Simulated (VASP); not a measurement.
Write the native input for VASP 6.6.1 that does the following.

* Task: single point
* Functional: LDA
* Potentials or basis: VASP PAW LDA potentials, release 64 (Nb_sv, N)
* Cutoff: 750 eV
* k mesh: 16 × 16 × 1
* Occupations: methfessel-paxton, width 0.1 eV
* Spin: no spin polarisation
* Vacuum (Å): 22
* Dipole correction: yes
* Further INCAR settings: ALGO = Normal; EDIFF = 1e-08; NBANDS = 60

The structure of Nb5N4 lies in POSCAR:

```
Nb5N4
1.0
    2.9399979705      0.0000000000      0.0000000000
   -1.4699989852      2.5461129295      0.0000000000
    0.0000000000      0.0000000000     33.1600000000
Nb N
5 4
Direct
    0.0000000000      0.0000000000      0.3317249698
    0.0000000000      0.0000000000      0.4158624849
    0.0000000000      0.0000000000      0.5000000000
    0.0000000000      0.0000000000      0.5841375151
    0.0000000000      0.0000000000      0.6682750302
    0.6666666667      0.3333333334      0.3737937274
    0.6666666667      0.3333333334      0.4579312425
    0.6666666667      0.3333333334      0.5420687575
    0.6666666667      0.3333333334      0.6262062726
```

One way to write it, as run:

INCAR

```
SYSTEM = Nb5N4
PREC     = Accurate       ! precision mode
ENCUT    = 750            ! plane-wave cutoff, eV
EDIFF    = 1E-8           ! SCF threshold, eV
ISMEAR   = 1              ! smearing method
SIGMA    = 0.1            ! smearing width, eV
LREAL    = .FALSE.        ! projectors in reciprocal space
LASPH    = .TRUE.         ! aspherical terms in the spheres
NELM     = 120            ! most SCF steps
ALGO     = Normal         ! electronic algorithm
ISIF     = 2              ! what is computed and relaxed
LWAVE    = .FALSE.        ! write WAVECAR
LCHARG   = .FALSE.        ! write CHGCAR
LDIPOL   = .TRUE.       
IDIPOL   = 3            
DIPOL    = 0.5 0.5 0.500
GGA      = CA             ! functional
NBANDS   = 60             ! bands
LVHAR    = .TRUE.       
LVACPOTAV= .TRUE.
```

KPOINTS

```
Automatic mesh
0
G
  16 16 1
  0 0 0
```

Potentials or basis: VASP PAW LDA potentials, release 64 (Nb_sv, N).

Launch:

```console
$ cat potpaw_LDA.64/Nb_sv/POTCAR potpaw_LDA.64/N/POTCAR > POTCAR
$ mpirun -np 1 vasp_std > vasp.out
```

It gave:

The largest force is 0.470 eV/Å, the band gap on the k mesh is none (metal or under the smearing width) and the work function of the upper face is 5.07 eV. The work function of the lower face is 5.07 eV.

Run time: 40 min on 1 thread of Intel(R) Xeon(R) Platinum 8488C (Sapphire Rapids), on a shared host, peak memory 0.77 GiB.
